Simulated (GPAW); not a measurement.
Runs of GPAW 26.7.0 on Co. Symmetry: P-3m1, No. 164, trigonal system. The conventional cell has a = 2.487 Å, b = 2.487 Å, c = 4.063 Å, α = 90.00°, β = 90.00°, γ = 120.00°. Co (site symmetry 3m) has 12 Co at 2.42 to 2.55 Å as nearest neighbours.

```csv
task,level,potentials or basis,spin,cell,cutoff (eV),lines,response ecut,maxiter,response k mesh,response bands,other keys,mesh quality,gap on the mesh (eV),moment (μB)
magnons,LDA,"the program's PAW data sets (release 1.2.1) made for this functional, pw","collinear, ferromagnetic start","P-3m1, 10.89 Å³/atom",400,2,150 eV,150,10 × 10 × 6,27,-,not flagged,none,3.27
optical spectrum,PBE,"GPAW PAW data sets (gpaw-data 1.2.1), pw","collinear, antiferromagnetic start","P-3m1, 10.89 Å³/atom",500,-,80 eV,60,8 × 8 × 4,41,"several, not listed",coarse,none,0.00
single point,PBE,"GPAW PAW data sets (gpaw-data 1.2.1), pw","collinear, antiferromagnetic start","P-3m1, 10.89 Å³/atom",500,-,-,120,-,-,-,not flagged,none,0.00
magnons,LDA,"the program's PAW data sets (release 1.2.1) made for this functional, pw","collinear, ferromagnetic start","P-3m1, 11.1 Å³/atom",400,2,150 eV,150,10 × 10 × 6,27,-,not flagged,none,(a)
```

Alike in all rows: k mesh 10 × 10 × 5; smearing fermi-dirac 0.05 eV.

Estimate the missing entries.

(a) 3.30.

Caveats: some runs use coarse meshes; the number of bands moves the energies at small q by some ten meV (some runs); the exchange constants hang on this mesh and on the site radius (some runs); magnon energies are noisy on this mesh (some runs); the intraband term hangs on this k mesh (some runs); the long-wavelength limit can be off by several per cent where d states take part (some runs); spectra need much finer meshes, so this one isn't converged (some runs); independent-particle spectra lack excitons (some runs).

A gap of «none» marks a metal or a gap under the smearing width.
